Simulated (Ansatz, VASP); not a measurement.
One calculation of Mg3B, two programs

```
Mg B
1.0
     3.93689    0.00000    0.00000
     0.00000    3.93689    0.00000
     0.00000    0.00000    3.93689
Mg B
3 1
Direct
  0.00000 0.50000 0.50000
  0.50000 0.00000 0.50000
  0.50000 0.50000 0.00000
  0.00000 0.00000 0.00000
```

Alike in both runs: task single point; functional PBE; k mesh 4 × 4 × 4; occupations gaussian, width 0.1 eV; no spin polarisation.

|  | VASP | Ansatz |
| --- | --- | --- |
| version | VASP 6.6.1 | Ansatz 0.2.0 |
| potentials or method | VASP PAW PBE potentials, release 64 (Mg, B) | scalar-relativistic, plane waves, PAW |
| plane-wave cutoff (eV) | 520 | 420 |
| valence electrons in the cell | 9 | 33 |

```csv
,VASP,Ansatz,Ansatz less VASP
gap on the k mesh at the Fermi level (eV),none,none,-
pressure (GPa),5.3,5.4,+0.09
```

A gap of «none» marks a metal or a gap that the smearing closes. The two sets of potentials don't hold the same shells in valence.

Caveats: the k mesh is coarse (spacing up to 0.40 Å⁻¹), so the values aren't converged.
